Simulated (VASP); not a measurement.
Here is a VASP 6.6.1 calculation.

Contents of INCAR:

```
SYSTEM = ZrB2
PREC = Accurate ; ENCUT = 520
EDIFF = 1E-7 ; ISMEAR = 0
SIGMA = 0.1 ; LREAL = .False.
LASPH = .True. ; NELM = 60
ALGO = Fast ; ISIF = 2
LWAVE = .False. ; LCHARG = .True.
GGA = PE ; IVDW = 12
LELF = .True. ; LVHAR = .True.
NBANDS = 16
```

Contents of KPOINTS:

```
regular mesh
0
Gamma
  15 15 12
  0 0 0
```

POSCAR

```
ZrB2
1.0
    3.1446285158      0.0000000000      0.0000000000
   -1.5723142579      2.7233281802      0.0000000000
    0.0000000000      0.0000000000      3.5100781416
Zr B
1 2
Direct
    0.0000000000      0.0000000000      0.0000000000
    0.3333333333      0.6666666667      0.5000000000
    0.6666666667      0.3333333333      0.5000000000
```

Potentials or basis: VASP PAW PBE potentials, release 64 (Zr_sv, B).

Command:

```bash
$ cat potpaw_PBE.64/Zr_sv/POTCAR potpaw_PBE.64/B/POTCAR > POTCAR
$ mpirun -np 1 vasp_std > vasp.out
```

(1) Estimate the dispersion energy per atom.

(2) What does it give for the pressure?

(3) Estimate the band gap on the k mesh.

Results:

(1) -0.399 eV.

(2) 0.1 GPa.

(3) none (metal or under the smearing width).

Caveat: pairwise dispersion overbinds metals, which lowers pressure and volume.
